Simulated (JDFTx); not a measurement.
MnS:

```
CELL_PARAMETERS angstrom
0.00000 2.47346 2.47346
2.47346 0.00000 2.47346
2.47346 2.47346 0.00000
ATOMIC_POSITIONS crystal
Mn 0.00000 0.00000 0.00000
S 0.75000 0.75000 0.75000
```

The cell is a database's computed one.

* Program: JDFTx 1.7.0 (patched build)
* Task: single point
* Functional: PBEsol
* Potentials or basis: PseudoDojo-SR-PBEsol-0.4.1-standard with smoothed tails
* Cutoff: 1306 eV
* Density cutoff: 10449 eV
* k mesh: 9 × 9 × 9
* Occupations: fermi-dirac, width 0.05 eV
* Spin: collinear spin, ferromagnetic start
* Starting moments: [4.0, 0.0] μB

On this cell: pressure -3.1 GPa; largest force zero by symmetry; net moment 0.28 μB per cell; site moments Mn +0.28; S -0.01 μB; band gap on the k mesh none (metal or under the smearing width).

The same run follows on a disturbed copy (atoms moved at random, drawn with an rms of 0.05 Å):

```xyz
2
Lattice="0.0000 2.4735 2.4735 2.4735 0.0000 2.4735 2.4735 2.4735 0.0000" Properties=species:S:1:pos:R:3 pbc="T T T"
Mn   -0.0059    0.0120   -0.0006
S     3.6968    3.6845    3.6093
```

Task: What does the disturbed cell give?

Result: The energy (extrapolated to zero smearing) moves by +38.2 meV/atom; pressure -2.2 GPa; largest force 1.450 eV/Å; net moment 0.29 μB per cell; site moments Mn +0.29; S -0.01 μB; band gap on the k mesh none (metal or under the smearing width).

Forces on the atoms (eV/Å):
```
Mn   0.092 -0.489 -1.362
S   -0.092  0.489  1.362
```

Stress tensor (GPa, compression positive):
```
-2.10 -7.62 -2.74
-7.62 -2.10  0.13
-2.74  0.13 -2.27
```

Caveats: the moment fell far below its start of 4 μB, so a state of higher moment may lie lower in energy; semilocal functionals often make such compounds metallic where correlation or magnetic order opens a gap, which also shifts bond lengths.
